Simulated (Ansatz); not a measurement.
Stackings of close-packed layers of NaI (capitals for Na, lower case for the other element), each relaxed to a stress under 0.05 GPa; energies count from the stacking AcBaCb (Fm-3m).

These are results of DFT PBEsol, scalar-relativistic, plane waves, PAW in Ansatz 0.2.0, not measurements.

Settings: cutoff 420 eV, Γ-centred mesh 6×6×2 on the computed 8-atom cell, Gaussian smearing of 0.02 eV; no spin polarisation.

Start (AcBcAbCb):

```
CELL_PARAMETERS angstrom
4.52640 0.00000 0.00000
-2.26320 3.91998 0.00000
0.00000 0.00000 14.78132
ATOMIC_POSITIONS crystal
Na 0.00000 0.00000 0.00000
I 0.66667 0.33333 0.12500
Na 0.33333 0.66667 0.25000
I 0.66667 0.33333 0.37500
Na 0.00000 0.00000 0.50000
I 0.33333 0.66667 0.62500
Na 0.66667 0.33333 0.75000
I 0.33333 0.66667 0.87500
```

Relax it.

The free energy falls by 18 meV/atom.

| Item | Value |
| --- | --- |
| excess energy (meV/atom) | 30.6 |
| spacing of like layers (Å) | 3.898 |
| a (Å) | 4.452 |
| gap on the mesh (eV) | 3.30 |

Relaxed structure:
```
CELL_PARAMETERS angstrom
4.45165 0.00000 0.00000
-2.22583 3.85524 0.00000
0.00000 0.00000 15.59369
ATOMIC_POSITIONS crystal
Na 0.00000 0.00000 0.00000
I 0.66667 0.33333 0.12071
Na 0.33333 0.66667 0.25000
I 0.66667 0.33333 0.37929
Na 0.00000 0.00000 0.50000
I 0.33333 0.66667 0.62071
Na 0.66667 0.33333 0.75000
I 0.33333 0.66667 0.87929
```

Spin-orbit coupling is left out, which matters for the bands of heavy elements.

The run took 63 s on 1 thread of Intel(R) Xeon(R) Platinum 8259CL CPU @ 2.50GHz (Skylake/Cascade Lake), with other jobs on the host, peak memory 0.72 GiB.